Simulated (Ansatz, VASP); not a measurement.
# Zn in VASP and in Ansatz

Contents of INCAR:

```
PREC = Accurate ; ENCUT = 520
EDIFF = 1E-6 ; ISMEAR = -1
SIGMA = 0.05 ; LREAL = F
LASPH = T ; NELM = 60
ALGO = Normal ; ISIF = 2
LWAVE = F ; LCHARG = F
GGA = PS ; NBANDS = 19
```

The input KPOINTS:

```
Automatic mesh
0
Gamma
  11 11 6
```

Contents of POSCAR:

```
Zn
1.0
    2.7051356082      0.0000000000      0.0000000000
   -1.3525678041      2.3427161574      0.0000000000
    0.0000000000      0.0000000000      5.0313495994
Zn
2
Direct
    0.6666666667      0.3333333333      0.7500000000
    0.3333333333      0.6666666667      0.2500000000
```

input.yaml

```yaml
crystal:
  lattice:
    - [2.7051356082, 0.0, 0.0]
    - [-1.3525678041, 2.3427161574, 0.0]
    - [0.0, 0.0, 5.0313495994]
  atoms:
    - { symbol: Zn, position: [0.6666666667, 0.3333333333, 0.75] }
    - { symbol: Zn, position: [0.3333333333, 0.6666666667, 0.25] }
kpoints:
  mp_grid: { grid: [11, 11, 6] }
scf:
  occupations: { method: fermi_dirac, width: 0.05 }
hamiltonian:
  xc: pbesol
  pseudopotentials: { kind: all_electron, lapw: { basis_error: 0.001 } }
output:
  forces: true
  stress: true
  eigenvalues: true
```

Change from the starting cell: volume scaled by 1.04.

Alike in both runs: task single point; functional PBEsol; k mesh 11 × 11 × 6; occupations fermi-dirac, width 0.05 eV; no spin polarisation.

```csv
,VASP,Ansatz
version,VASP 6.6.1,Ansatz 0.2.0
potentials or method,"VASP PAW PBE potentials, release 64 (Zn)","all-electron LAPW, scalar-relativistic"
plane-wave cutoff (eV),520,see its input
```

|  | VASP | Ansatz | Ansatz less VASP |
| --- | --- | --- | --- |
| gap on the k mesh at the Fermi level (eV) | none | none | - |
| pressure (GPa) | -7.5 | -7.8 | -0.27 |
| largest component of the traceless stress (GPa) | 0.63 | 0.72 | +0.097 |

A gap of «none» marks a metal or a gap that the smearing closes. Ansatz ran all-electron here, so the differences hold the error of VASP's frozen core and of both bases.

Caveats: the PAW data sets were made with another functional, which shifts forces and pressure a little (VASP).
